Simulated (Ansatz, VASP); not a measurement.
**Ir in VASP and in Ansatz**

Contents of INCAR:

```
PREC = Accurate
ENCUT = 520
EDIFF = 1E-7
ISMEAR = 0
SIGMA = 0.05
LREAL = False
LASPH = True
NELM = 150
ALGO = Normal
ISIF = 2
LWAVE = False
LCHARG = False
LNONCOLLINEAR = True
MAGMOM = 0 0 0
LORBIT = 11
LSORBIT = True
GGA_COMPAT = False
LORBMOM = True
LMAXMIX = 4
GGA = PE
NBANDS = 20
```

File KPOINTS:

```
Automatic mesh
0
Gamma
  18 18 18
```

The input POSCAR:

```
Ir
1.0
   -1.5573861384      1.5573861384      1.5573861384
    1.5573861384     -1.5573861384      1.5573861384
    1.5573861384      1.5573861384     -1.5573861384
Ir
1
Direct
    0.0000000000      0.0000000000      0.0000000000
```

Input for Ansatz:

```yaml
crystal:
  lattice:
    - [-1.5573861384, 1.5573861384, 1.5573861384]
    - [1.5573861384, -1.5573861384, 1.5573861384]
    - [1.5573861384, 1.5573861384, -1.5573861384]
  atoms:
    - { symbol: Ir, position: [0.0, 0.0, 0.0] }
basis:
  ecutwfc: 600
  ecutrho_ratio: 5
kpoints:
  mp_grid: { grid: [18, 18, 18] }
hamiltonian:
  xc: pbe
scf:
  occupations: { method: gaussian, width: 0.05 }
output:
  forces: true
  stress: true
  eigenvalues: true
  populations: true
magnetization:
  noncollinear: true
  spin_orbit: true
```

Alike in both runs: task single point; functional PBE; k mesh 18 × 18 × 18; occupations gaussian, width 0.05 eV; non-collinear spin, spin-orbit coupling.

|  | VASP | Ansatz |
| --- | --- | --- |
| version | VASP 6.6.1 | Ansatz 0.2.0 |
| potentials or method | VASP PAW PBE potentials, release 64 (Ir) | plane waves, PAW |
| plane-wave cutoff (eV) | 520 | 600 |
| valence electrons in the cell | 9 | 17 |

|  | VASP | Ansatz | Ansatz less VASP |
| --- | --- | --- | --- |
| gap on the k mesh at the Fermi level (eV) | none | none | - |
| pressure (GPa) | 0.8 | 0.0 | -0.77 |
| net moment per atom (μB) | 0.00 | 0.00 | 0.000 |

A gap of «none» marks a metal or a gap that the smearing closes. The two sets of potentials don't hold the same shells in valence.
